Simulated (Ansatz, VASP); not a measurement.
## Cross-check of ZnO (zincite) between VASP and Ansatz

Wanted: the spread between two codes on one cell, functional and k mesh.

Calculated with Ansatz 0.2.0; plane waves, with VASP 6.6.1 beside it; single point at LDA.

## 1. Set-up

The structure is hexagonal, space group P6_3mc (No. 186). Conventional cell: a = 3.249 Å, b = 3.249 Å, c = 5.206 Å, α = 90.00°, β = 90.00°, γ = 120.00°. Nearest to Zn lie 4 O at 1.97 to 1.98 Å. O has 4 Zn at 1.97 to 1.98 Å nearest. Farther neighbours and most contacts between anions are not listed.

As a file:

```cif
data_structure
_symmetry_space_group_name_H-M 'P 1'
_symmetry_Int_Tables_number 1
_cell_length_a 3.2493
_cell_length_b 3.2493
_cell_length_c 5.2057
_cell_angle_alpha 90.000
_cell_angle_beta 90.000
_cell_angle_gamma 120.000
_cell_volume 47.60
loop_
_atom_site_label
_atom_site_type_symbol
_atom_site_fract_x
_atom_site_fract_y
_atom_site_fract_z
_atom_site_occupancy
Zn1 Zn 0.66667 0.33333 0.00000 1
Zn2 Zn 0.33333 0.66667 0.50000 1
O3 O 0.33333 0.66667 0.87901 1
O4 O 0.66667 0.33333 0.37901 1
```

## 2. VASP: single point, LDA

With cell and atoms fixed, the geometry can't cause a difference; cores, projectors, grids and the points listed under the comparison can.

Lines of VASP's logs that name or quote its potential files are left out, and so is its time.

File INCAR:

```
SYSTEM = ZnO
PREC = Accurate
ENCUT = 520
EDIFF = 1E-07
NELM = 100
ISMEAR = 0
SIGMA = 0.01
LREAL = .FALSE.
ALGO = Normal
GGA = CA
NBANDS = 24
LORBIT = 11
LWAVE = .FALSE.
LCHARG = .FALSE.
KPAR = 4
```

File POSCAR:

```
ZnO
1.0
    3.2493080000      0.0000000000      0.0000000000
   -1.6246540000      2.8139832727      0.0000000000
    0.0000000000      0.0000000000      5.2057090000
Zn O
2 2
Direct
    0.6666666667      0.3333333333      0.0000000000
    0.3333333333      0.6666666667      0.5000000000
    0.3333333333      0.6666666667      0.8790100000
    0.6666666667      0.3333333333      0.3790100000
```

File KPOINTS:

```
Automatic mesh
0
Gamma
11 11 6
0 0 0
```

The projector-augmented-wave data sets are Zn and O (PBE family, release 64).

Started as:

```bash
$ mpirun -np 4 vasp_std
```

Numbers of over 12 decimals in the logs are rounded to 6 here.

Log:

```text
[banner, memory and clock lines left out]
running    4 mpi-ranks, on    1 nodes
 distrk:  each k-point on    1 cores,    4 groups
 distr:  one band on    1 cores,    1 groups

 POSCAR found type information on POSCAR ZnO
 POSCAR found :  2 types and       4 ions
|                                                                             |
|               ----> ADVICE to this user running VASP <----                  |
|                                                                             |
|     You enforced a specific xc type in the INCAR file but a different       |
|     [... a line on the potential file left out ...]
|     I HOPE YOU KNOW WHAT YOU ARE DOING!                                     |
|                                                                             |

 LDA part: xc-table for (Slater(with rela. corr.)+CA(PZ))
 , standard interpolation
 POSCAR, INCAR and KPOINTS ok, starting setup
 FFT: planning ... GRIDC
 FFT: planning ... GRID_SOFT
 FFT: planning ... GRID
 WAVECAR not read
 entering main loop
       N       E                     dE             d eps       ncg     rms          rms(c)
DAV:   1     0.281605117550E+03    0.28161E+03   -0.18534E+04  3096   0.219E+03
DAV:   2     0.380771638277E+01   -0.27780E+03   -0.26416E+03  3376   0.423E+02
DAV:   3    -0.235769530730E+02   -0.27385E+02   -0.27171E+02  3520   0.140E+02
DAV:   4    -0.240083289462E+02   -0.43138E+00   -0.43113E+00  3608   0.186E+01
DAV:   5    -0.240109865083E+02   -0.26576E-02   -0.26575E-02  3472   0.139E+00    0.137E+01
DAV:   6    -0.211268280669E+02    0.28842E+01   -0.79316E+00  5424   0.682E+01    0.901E+00
DAV:   7    -0.212509512476E+02   -0.12412E+00   -0.23828E+00  3248   0.170E+01    0.538E+00
DAV:   8    -0.212439107741E+02    0.70405E-02   -0.69568E-01  4120   0.768E+00    0.171E+00
DAV:   9    -0.211884677362E+02    0.55443E-01   -0.12241E-01  4592   0.678E+00    0.424E-01
DAV:  10    -0.211899334805E+02   -0.14657E-02   -0.44678E-02  3088   0.151E+00    0.869E-02
DAV:  11    -0.211899298267E+02    0.36538E-05   -0.75607E-04  3648   0.237E-01    0.338E-02
DAV:  12    -0.211899290778E+02    0.74896E-06   -0.49154E-05  3320   0.709E-02    0.101E-02
DAV:  13    -0.211899297672E+02   -0.68938E-06   -0.25503E-06  4384   0.409E-02    0.975E-03
DAV:  14    -0.211899284483E+02    0.13188E-05   -0.19637E-06  4384   0.270E-02    0.363E-03
DAV:  15    -0.211899284080E+02    0.40318E-07   -0.54784E-07  3232   0.555E-03
   1 F= -.21189928E+02 E0= -.21189928E+02  d E =-.381953E-18
```

Parts of OUTCAR (step 2):

```text
ion  position               nearest neighbor table
   1  0.667  0.333  0.000-   4 1.97   3 1.98   3 1.98   3 1.98
   2  0.333  0.667  0.500-   3 1.97   4 1.98   4 1.98   4 1.98
   3  0.333  0.667  0.879-   2 1.97   1 1.98   1 1.98   1 1.98
   4  0.667  0.333  0.379-   1 1.97   2 1.98   2 1.98   2 1.98

  LATTYP: Found a hexagonal cell.
 ALAT       =     3.2493080000
 C/A-ratio  =     1.6020977390

 Subroutine GETGRP returns: Found 12 space group operations
 (whereof  6 operations were pure point group operations)

The static configuration has the point symmetry C_3v.
 The point group associated with its full space group is C_6v.

 Found     64 irreducible k-points:

   k-points           NKPTS =     64   k-points in BZ     NKDIM =     64   number of bands    NBANDS=     24

   dimension x,y,z NGX =    24 NGY =   24 NGZ =   40
   dimension x,y,z NGXF=    48 NGYF=   48 NGZF=   80

   ENCUT  =  520.0 eV  38.22 Ry    6.18 a.u.   6.04  6.04  9.68*2*pi/ulx,y,z

   NELECT =      36.0000    total number of electrons

 k-points in reciprocal lattice and weights: Automatic mesh
   0.00000000  0.00000000  0.00000000       0.001
   0.09090909  0.00000000  0.00000000       0.008
   0.18181818  0.00000000  0.00000000       0.008
   0.27272727  0.00000000  0.00000000       0.008
   0.36363636 -0.00000000  0.00000000       0.008
   0.45454545  0.00000000  0.00000000       0.008
   0.09090909  0.09090909  0.00000000       0.008
   0.18181818  0.09090909  0.00000000       0.017
   0.27272727  0.09090909  0.00000000       0.017
[...]
0.27272727  0.27272727  0.50000000       0.008
   0.36363636  0.27272727  0.50000000       0.008

 average (electrostatic) potential at core
       1 -35.5655       2 -35.5655       3 -73.1396       4 -73.1396

 E-fermi :   0.8254

 k-point     1 :       0.0000    0.0000    0.0000
  band No.  band energies     occupation
    ...
     14      -0.0520      2.00000
     15      -0.0520      2.00000
     16       0.6976      2.00000
     17       0.7694      2.00000
     18       0.7694      2.00000
     19       1.5035      0.00000
     20       5.8455      0.00000
     21       8.8853      0.00000
     22      13.4027      0.00000
     23      13.4027      0.00000
    ...

 k-point     2 :       0.0909    0.0000    0.0000
  band No.  band energies     occupation
    ...
     14      -0.3600      2.00000
     15      -0.1651      2.00000
     16       0.2183      2.00000
     17       0.6414      2.00000
     18       0.7102      2.00000
     19       2.1597      0.00000
     20       6.1937      0.00000
     21       8.8786      0.00000
     22      12.5443      0.00000
     23      13.4854      0.00000
    ...

 k-point     3 :       0.1818    0.0000    0.0000
  band No.  band energies     occupation
    ...
     14      -1.1196      2.00000
     15      -0.4679      2.00000
     16      -0.4666      2.00000
     17       0.4688      2.00000
     18       0.5450      2.00000
     19       3.1596      0.00000
     20       7.0121      0.00000
     21       8.8472      0.00000
     22      11.1334      0.00000
     23      12.9345      0.00000
    ...

  Total       -1.9287195     -1.9287195     -1.3904731      0.0000000      0.0000000      0.0000000
  in kB      -64.9213239    -64.9213239    -46.8037761      0.0000000      0.0000000      0.0000000
  external PRESSURE =     -58.8821413 kB  Pullay stress =       0.0000000 kB

  energy-cutoff  :      520.00
  volume of cell :       47.60
      direct lattice vectors                 reciprocal lattice vectors
     3.249308000  0.000000000  0.000000000     0.307757836  0.177684070  0.000000000
    -1.624654000  2.813983273  0.000000000     0.000000000  0.355368139  0.000000000
     0.000000000  0.000000000  5.205709000     0.000000000  0.000000000  0.192096792

 POSITION                                       TOTAL-FORCE (eV/Angst)
 -----------------------------------------------------------------------------------
      1.62465      0.93799      0.00000         0.000000     -0.000000     -0.055919
     -0.00000      1.87599      2.60285        -0.000000      0.000000     -0.055919
     -0.00000      1.87599      4.57587         0.000000     -0.000000      0.055919
      1.62465      0.93799      1.97302         0.000000      0.000000      0.055919
 -----------------------------------------------------------------------------------
    total drift:                               -0.000000     -0.000000     -0.000194

  FREE ENERGIE OF THE ION-ELECTRON SYSTEM (eV)
  ---------------------------------------------------
  free  energy   TOTEN  =       -21.1899284080 eV

  energy  without entropy=      -21.1899284080  energy(sigma->0) =      -21.18992841

 total charge
# of ion       s       p       d       tot
------------------------------------------
    1        0.470   0.501   9.908  10.880
    2        0.470   0.501   9.908  10.880
    3        1.535   3.430   0.000   4.965
    4        1.535   3.430   0.000   4.965
--------------------------------------------------
tot          4.010   7.863  19.817  31.689

[... 3 further parts left out ...]
```

The run ends at a pressure of -5.89 GPa, with forces up to 0.056 eV/Å.

## 3. Ansatz: single point, LDA

Ansatz runs on its default PAW (the set named soft_2) files.

The same cell, functional (in two slightly different forms), mesh and smearing now go to Ansatz, which takes its cutoff from its data sets.

File input.yaml:

```yaml
crystal:
  lattice:
    - [3.249308, 0.0, 0.0]
    - [-1.624654, 2.8139832727, 0.0]
    - [0.0, 0.0, 5.205709]
  atoms:
    - { symbol: Zn, position: [0.6666666667, 0.3333333333, 0.0] }
    - { symbol: Zn, position: [0.3333333333, 0.6666666667, 0.5] }
    - { symbol: O, position: [0.3333333333, 0.6666666667, 0.87901] }
    - { symbol: O, position: [0.6666666667, 0.3333333333, 0.37901] }
hamiltonian:
  xc: lda
  pseudopotentials: { kind: paw }
kpoints:
  mp_grid: { grid: [11, 11, 6] }
scf:
  occupations: { method: gaussian, width: 0.01 }
  n_extra_bands: 5
output:
  forces: true
  stress: true
  eigenvalues: true
  write_density: true
  write_potential: true
  elf: true
  volumetric_format: npy
```

Started as:

```bash
$ ansatz run input.yaml --threads 2 --pin off --max-ram 4608MiB --backend cpu --events-out ev --progress --plain --runs-dir out
```

Log:

```text
scf.n_extra_bands = 5 over 18 filled bands (N_el = 36.0): the run solves 23 bands
Engine: ansatz 0.2.0, aarch64-unknown-linux-gnu
Pseudopotentials: kind: paw
Pseudopotential: Zn, paw, valence charge 12, recommended cutoff 420 eV (normal), Zn.paw.azcp
Pseudopotential: O, paw, valence charge 6, recommended cutoff 420 eV (normal), O.paw.azcp
Functional definition: SPW92
  exchange = slater_x
  correlation = pw_c
Crystal: 4 atoms, lattice volume = 47.598 Å³
Basis set: ecut = 420 eV, 941 PW (Γ)
Bands: 23, of which v1, the nominal top of the filled ones, is band 18 counted from 1 (17 counted from 0)
Symmetry: 12 space group operations
Space group: P63mc (ITA 186), of the structure as read, at distance tolerance 3.6e-5 Å
k-points: 64 of 726 (time reversal used)
Non-local potential: Zn, projectors of the file, l = 0: 2, l = 1: 2, l = 2: 3, l = 3: 1
Non-local potential: O, projectors of the file, l = 0: 2, l = 1: 2, l = 2: 1
PAW form: soft (Blöchl's): semilocal exchange-correlation on the pseudo side does not see the compensation charge
PAW frozen core: Zn, regenerated for the run's functional, and the local potential with it (the file was generated under x = pbe(κ = 0.804, μ = 0.219515), c = pbe(β = 0.066725))
PAW frozen core: O, regenerated for the run's functional, and the local potential with it (the file was generated under x = pbe(κ = 0.804, μ = 0.219515), c = pbe(β = 0.066725))
PAW one-centre angular grid: Zn, 590 points (default); XC on 64 Gauss nodes
PAW one-centre angular grid: O, 110 points (default); XC on 64 Gauss nodes
Initial density: superposition of atomic densities (neutral atoms: chi_scale 0, normalization atom), corrected by the library's trained network
Initial wavefunctions: pseudopotential atomic-orbital guess
Functional: x = slater, c = lda
SCF iter   1: F=—  HF=-7603.923510 eV  |F-HF|=—  |Δ(HF+E_count)|=         —  Δρ=1.87e-2  dr2=1.43e-1  ethr=1.77e-3  ⟨swp⟩=6.1  Hψ=6596  notcnv=0
preconditioner: auto → Resta (q_TF=auto, 2.604 Å⁻¹)  ε∞=7.0  [insulator: Δε(μ)=0.553 eV  Ē_g=13.228 eV  σ=0.010 eV  W_gap=1.00  n_scr=22 (ndim 8)  ℏωp=32.3 eV  f_vac=0.035  D(μ)=0.00/eV (n_scr^D=0)  ε∞_Penn≈7.0]
SCF iter   2: F=—  HF=-7603.887038 eV  |F-HF|=—  |Δ(HF+E_count)|=   3.65e-2  Δρ=3.92e-3  dr2=2.62e-3  ethr=3.97e-4  ⟨swp⟩=3.0  Hψ=3401  notcnv=0  defer=64
SCF iter   3: F=—  HF=-7603.886296 eV  |F-HF|=—  |Δ(HF+E_count)|=   7.42e-4  Δρ=2.06e-3  dr2=1.15e-3  ethr=7.27e-6  ⟨swp⟩=3.0  Hψ=2814  notcnv=0  defer=64
SCF iter   4: F=—  HF=-7603.885916 eV  |F-HF|=—  |Δ(HF+E_count)|=   3.80e-4  Δρ=3.78e-4  dr2=3.80e-5  ethr=3.21e-6  ⟨swp⟩=3.0  Hψ=2799  notcnv=0  defer=64
SCF iter   5: F=—  HF=-7603.885911 eV  |F-HF|=—  |Δ(HF+E_count)|=   5.52e-6  Δρ=1.46e-4  dr2=9.61e-6  ethr=1.05e-7  ⟨swp⟩=2.0  Hψ=2432  notcnv=0  defer=64
SCF iter   6: F=—  HF=-7603.885911 eV  |F-HF|=—  |Δ(HF+E_count)|=   2.66e-7  Δρ=6.34e-5  dr2=1.85e-6  ethr=2.67e-8  ⟨swp⟩=3.0  Hψ=2647  notcnv=0  defer=64
SCF iter   7: F=—  HF=-7603.885911 eV  |F-HF|=—  |Δ(HF+E_count)|=   2.28e-7  Δρ=1.91e-5  dr2=1.80e-7  ethr=5.15e-9  ⟨swp⟩=2.2  Hψ=2453  notcnv=0  defer=64
SCF iter   8: F=-7603.885911 eV  HF=-7603.885911 eV  |F-HF|=5.84e-10  |Δ(HF+E_count)|=   1.85e-8  Δρ=2.51e-6  dr2=4.13e-9  ethr=2.78e-10  ⟨swp⟩=10.9  Hψ=9486  notcnv=0
SCF 1 converged in 8 iterations: F = -7603.885911 eV  dr2 = 4.13e-9
  greatest PAW one-centre occupation: 0.987 electrons in one spin orbital (limit 2), on the Zn atom at site 0 (counted from 0), in its partial waves of l = 2
SCF converged after 8 iterations
Free energy (F): -7603.885911 eV
Harris-Foulkes:  -7603.885911 eV  (|F-HF|=5.84e-10)
Internal energy: -7603.885911 eV  (E = F + TS)
E sigma→0 (E₀):  -7603.885911 eV
Fermi energy:    7.134891 eV
--- Per-component energies (eV) ---
  E_band       = 48.674840
  E_kinetic    = 609.295176
  E_local      = -4008.062093  (includes V_loc(G=0)·N_el)
  E_nonlocal   = 1343.909390
  E_hartree    = 1638.572372
  E_xc         = -413.441479
  E_vxc        = -290.332074  (∫ρ·V_xc dr)
  E_paw        = -3814.877007  (= ΣΔE_a)
  E_vpaw       = -883.287598  (= ΣTr[D̂ρ^β])
  E_aug_tail   = 0.004350  (compensation charges beyond the density's cutoff)
  E_ewald      = -2962.594745
  E_core_change = 3.308126  (= ΣΔE_core)
  E_smearing   = -0.000000  (= −TS)
  E_closure    = 0.000000  (closes the sum)
  Σ components = -7603.885911   (vs F -7603.885911, Δ=0.00e0)
--- Forces (eV/Å), atoms counted from 1 ---
  atom   1  Zn    -0.00000000     0.00000000    -0.05145533
  atom   2  Zn    -0.00000000    -0.00000000    -0.05145533
  atom   3  O     -0.00000000     0.00000000     0.05141819
  atom   4  O     -0.00000000    -0.00000000     0.05141819
  max |Σ_I F_I| component: 7.43e-5 eV/Å
--- Stress (GPa, compression-positive) ---
       -7.650499       0.000000       0.000000
        0.000000      -7.650499      -0.000000
       -0.000000      -0.000000      -5.913680
  P = ⅓ Tr σ = -7.0716 GPa (-70.716 kbar)
--- Band table (eV; the first three rows and the last of 64) ---
  k-point 0: bands = [... 14 lower, 5.9481, 6.6944, 6.7671, 6.7671, 7.5026, 11.8506, 14.8873, 19.4318, ... 1 higher]
  k-point 1: bands = [... 14 lower, 6.0039, 6.1226, 6.7127, 6.7127, 8.1593, 11.6291, 15.0852, 19.4360, ... 1 higher]
  k-point 2: bands = [... 14 lower, 6.1563, 6.1563, 6.5660, 6.5660, 9.1547, 11.0227, 15.6834, 18.1185, ... 1 higher]
  k-point 63: bands = [... 14 lower, 4.1335, 4.1335, 5.5265, 5.5265, 14.0776, 14.0776, 15.0278, 15.0278, ... 1 higher]
```

Elapsed: 5.8 s, on 2 threads of Arm Neoverse V2, shared host; peak memory 0.36 GiB; 10 s of CPU time.

The run ends at a pressure of -7.07 GPa, with forces up to 0.051 eV/Å.

## 4. Comparison

Known differences besides the potentials themselves: the two LDA forms differ slightly; the cutoff is 420 eV in Ansatz and 520 eV in VASP; Ansatz makes its cores anew for this functional, VASP keeps those of its PBE data sets; VASP's log shows a relativistic correction to its local exchange, Ansatz's none. Total energies have different zeros and are not compared.

The two programs side by side:

```
                                        quantity  Ansatz   VASP  difference
                                  pressure (GPa)   -7.07  -5.89       -1.18
pressure without Ansatz's Pulay correction (GPa)   -7.97  -5.89       -2.09
                          gap on the k mesh (eV)   0.735  0.734      +0.001
```

Forces (eV/Å; atoms numbered as in POSCAR):

| atom | Ansatz x, y, z | VASP x, y, z |
| --- | --- | --- |
| Zn1 | 0.000, 0.000, -0.051 | 0.000, 0.000, -0.056 |
| Zn2 | 0.000, 0.000, -0.051 | 0.000, 0.000, -0.056 |
| O3 | 0.000, 0.000, 0.051 | 0.000, 0.000, 0.056 |
| O4 | 0.000, 0.000, 0.051 | 0.000, 0.000, 0.056 |

The forces differ by 2.6 meV/Å r.m.s., which is 8.0 % of the r.m.s. force of 0.03 eV/Å (both taken over all components). A gap on the mesh is an upper bound, since the band edges may lie between its points. Ansatz's pressure holds a Pulay correction of 0.90 GPa; VASP's holds none.

## 5. Other set-ups

Further runs change the set-up of one program: Ansatz's method, potentials or start, or VASP's data sets, cutoff or form of LDA. The table gives Ansatz less VASP for each quantity, since a change that brings one quantity closer may part another.

```
                                        run  r.m.s. force difference (meV/Å)  pressure (GPa)  gap on the k mesh (eV)  pressure without Ansatz's Pulay correction (GPa)
                                   as above                              2.6            -1.2                  0.0014                                              -2.1
                       cores kept as stored                              2.5            -1.0                 -0.0096                                              -1.9
    Ansatz's larger PAW set (cutoff 900 eV)                              2.4            -1.2                   0.013                                              -1.3
norm-conserving potentials (cutoff 1143 eV)                              2.5            -1.6                   0.059
```

## 6. Results

```yaml
difference_in_pressure_single_point_lda: -1.2 GPa
```

What this shows: The difference in pressure is -1.2 GPa (single point, LDA), beyond the 1 GPa picked in this series as the mark of a large difference. Single point, LDA, cores kept as stored: the difference in gap on the k mesh goes from 0.0014 to -0.0096 eV. Single point, LDA, Ansatz's larger PAW set (cutoff 900 eV): the difference in gap on the k mesh goes from 0.0014 to 0.013 eV; the difference in pressure without Ansatz's Pulay correction goes from -2.1 to -1.3 GPa. Single point, LDA, norm-conserving potentials (cutoff 1143 eV): the difference in pressure goes from -1.2 to -1.6 GPa; the difference in gap on the k mesh goes from 0.0014 to 0.059 eV. 1 further run of this series is not shown here. How closely two codes agree says nothing of how well the functional describes the real material.

[Lines on the potential files, build, host, timing and source positions are cut from VASP's logs without a mark.]

[Logs are printed without paths, hosts, clocks, repeated set-up lines and the standing remarks that a program may print on its own settings, such as how far it seeks lower states.]

[Hosts, paths, dates, database ids (printed as entryN), source tags and the programs' standing remarks are cut or masked in the printed files.]
